Lattice vibrations of a heavy, soft salt such as PbSe lie near 100 cm⁻¹, which is about 3 THz or 12 meV. Thermal energy at room temperature corresponds to roughly twice that, so every vibration in this table is thermally populated at room temperature. The frequencies come from a harmonic density-functional calculation for the rocksalt crystal. In the column "phonon q row", 1 stands for the wave vector L and 2 for W, both on the surface of the Brillouin zone.

Harmonic phonon frequencies of rocksalt PbSe from density-functional perturbation theory in ABINIT 10.8.3, with PBEsol, JTH PAW PBE v2.0 sp datasets and no spin–orbit coupling. The cell was relaxed with the same settings, a 408 eV cutoff and a shifted 4×4×4 k mesh. Phonon q row 1 is L (½, ½, ½) and 2 is W (½, ¼, ¾), in units of the reciprocal lattice vectors.

| row | phonon q row (row) | phonon frequency (cm⁻¹) |
| --- | --- | --- |
| 1 | 1 | 59.50 |
| 2 | 1 | 59.50 |
| 3 | 1 | 101.20 |
| 4 | 1 | 128.90 |
| 5 | 1 | 128.90 |
| 6 | 1 | 145.90 |
| 7 | 2 | 46.60 |
| 8 | 2 | 46.60 |
| 9 | 2 | 72.40 |
| 10 | 2 | 99.60 |
| 11 | 2 | 99.60 |
| 12 | 2 | 131.10 |

**1. Why do six vibrations give only four different frequencies at each wave vector?**

Two atoms in the cell, each free to move in three directions, give six modes. The wave at L runs along a body diagonal of the cube, which is a threefold axis. Motion along the diagonal gives single modes, while the two directions across it are equivalent and give pairs. Rows 1 and 2 are such a pair, and so are rows 4 and 5. At W the special axis is a cube edge, and the count is the same.

**2. At which of the two wave vectors are the frequencies higher?**

They are higher at L, for each of the six places in the order from lowest to highest. The differences run from 13 to 29 cm⁻¹. The masses are the same at both points, so the cause must lie in how the forces act when the atoms move in a different pattern. Question 6 takes this up.

**3. Which atom moves in row 1, and which in row 4?**

At L, successive Pb planes along the diagonal move in opposite directions. A Se plane lies midway between two of them, so their pulls on it cancel. The same holds with the elements exchanged. Symmetry therefore makes every L mode a motion of Pb alone or of Se alone, with one single mode and one pair for each element.

Mass suggests which is which. Suppose that only forces between unlike atoms count. Each Pb–Se spring pulls equally on both its ends, so both elements feel the same total stiffness, and frequencies should scale as $1/\sqrt{M}$, with $M$ the atomic mass. Se should then vibrate 1.62 times as fast as Pb in the root-mean-square average over its three modes.

If the three lowest L modes belong to Pb, the computed ratio is 1.77. If Pb instead has the low pair and the highest single mode, the ratio is 1.24. The first choice is closer, which probably gives row 3 to Pb and row 6 to Se. Both choices put row 1 on Pb and row 4 on Se. Handing Pb the upper pair instead would make it vibrate faster than Se on average, far from the mass rule, so row 1 is probably Pb and row 4 probably Se. This is an inference from masses, and its premise is put to the test in question 6.

The mass rule works only for the average. The pair in row 4 is 2.17 times as high as the pair in row 1, whereas the single mode in row 6 is only 1.44 times as high as that in row 3. With the assignment above, Se is held more stiffly than Pb across the diagonal and less stiffly along it.

**4. What would change at L if Se were made 10% heavier and the forces were kept?**

Three modes would fall by 4.7%, and the other three would not move at all. If row 4 is a Se mode, it would drop from 128.9 to 122.9 cm⁻¹, while row 1 would stay at 59.5 cm⁻¹. Changing one mass in the calculation would thus settle question 3. At W the test would be less clean, because there the paired modes may contain motion of both elements.

**5. Is the gap of 17 cm⁻¹ between rows 4 and 6 the LO–TO splitting?**

It is not. The LO–TO splitting belongs to very long waves, near the zone centre, where a longitudinal optical vibration sets up an electric field that is uniform over many cells. At L the motion reverses from one plane of like atoms to the next, and so does any field that it creates. The gap between rows 4 and 6 compares motion across the diagonal with motion along it, and both short-range and electric forces can contribute to it.

**6. Why is the lattice softer at W?**

The squares of the six frequencies give the cleanest comparison, because their sum does not depend on how the atoms share the motion. For angular frequencies $\omega_j$ it equals

$$\sum_{j=1}^{6}\omega_j^2=\sum_{s=\mathrm{Pb,Se}}\frac{1}{M_s}\Big[U+\sum_{\mathbf R}F_s(\mathbf R)\,\big(1-\cos \mathbf q\cdot\mathbf R\big)\Big].$$

Here $U$ is the total stiffness that an atom owes to its unlike neighbours. $F_s(\mathbf R)$ is the stiffness, summed over the three directions, of the coupling between two like atoms a distance $\mathbf R$ apart, and $\mathbf q$ is the wave vector. Only the like-atom terms contain $\mathbf q$. Coulomb forces between rigid ions drop out, since the curvatures of a point charge's potential in three directions add up to zero.

The simplest model of an ionic crystal has springs between Pb and Se plus rigid charges. It predicts the same sum at L and W, and this can be checked by hand. At L the sum is

$$2(59.5)^2+101.2^2+2(128.9)^2+145.9^2\approx 71\,800\ \mathrm{cm^{-2}}.$$

Divided by six, this gives a root-mean-square frequency of 109 cm⁻¹, which the model carries over to W.

The six W frequencies, which played no part in that prediction, give 88 cm⁻¹. This is 19% below the predicted value, and the sum of squares is lower by 35%. The simple model therefore fails badly, and within the harmonic picture only one kind of term can repair it. Like atoms must act on each other by more than the Coulomb force of rigid ions.

This also weakens the argument of question 3, because like-atom forces can give Pb and Se different total stiffness. Placing the three lowest L modes on Pb requires Se to be held 20% more stiffly than Pb. The other choice requires it to be held about 40% less stiffly. The first asks less of the like-atom forces, but forces large enough to shift the sum by 35% could supply either difference, so only the mass test of question 4 or the mode patterns would settle it.

**7. Which like atoms are responsible?**

The factor $1-\cos \mathbf q\cdot\mathbf R$ shows where to look. It is zero for two atoms that move in step and 2 for two that move in opposition. Consider like atoms one cube edge apart, with an atom of the other element halfway between them. At L all six such neighbours move against the central atom, and the factors add up to 12. At W only the two along one edge do so, and the sum is 4.

A restoring force along these straight chains therefore stiffens L much more than W, as the table requires. There is a good chemical reason for such a force in lead chalcogenides. The bonds are made by p electrons, and each p orbital serves the neighbours on both sides of its atom. When one atom moves, the electrons of the next one shift and pass the disturbance on along the line.

The nearest like atoms, half a face diagonal apart, are another candidate; other shells of like atoms are not weighed here. Their factors add up to 12 at L and 16 at W, so their stiffness, summed over the three directions, would have to be negative, as it is for an attraction that falls off faster than the Coulomb force. A more distant shell can also favour L over W. The two sums cannot decide between these explanations; the separate frequencies hold more information, but no force model is fitted to them here. The chain explanation rests on what is known of the bonding, and it gives a rule for other waves in this crystal: those that set atoms one cube edge apart against each other should be stiffened.

**8. Which digits can be trusted?**

The tenths are numerically printed but physically empty. Rounding could change the L sum by at most about 60 cm⁻², against a difference of some 25 000 cm⁻² between L and W. The softening at W is thus far beyond rounding. No finer mesh or higher cutoff was tried, however, so even the whole wavenumbers are not assured. ABINIT also warns that its response method for PAW with a gradient functional holds only for one setting of the exchange-correlation terms, and the records do not show whether that setting was used. The PAW datasets were made for PBE but are run with PBEsol, and the Pb set keeps only 4 valence electrons, so its 5d shell is frozen. The acoustic sum rule, which the formula of question 6 assumes, was not imposed; a violation would add the same amount at L and W and leave their difference alone, but it could shift the ratios of question 3.

The electrons are the weaker point. The smallest gap on the mesh of electron wave vectors is 1.4 eV, while the measured gap, roughly recalled, is about 0.3 eV or less. The mesh skips the L point, where the band edges lie, and with it the electrons that respond most easily. Spin-orbit coupling, which is strong in Pb and alters these same bands, is left out as well. Both could change the like-atom forces of question 7, and by how much is untested.

All twelve frequencies are real, so small distortions with the pattern of L or W cost energy. That is not yet a proof of a stable crystal. The optical mode at the zone centre, known to be soft in this family of compounds, needs its own calculation.
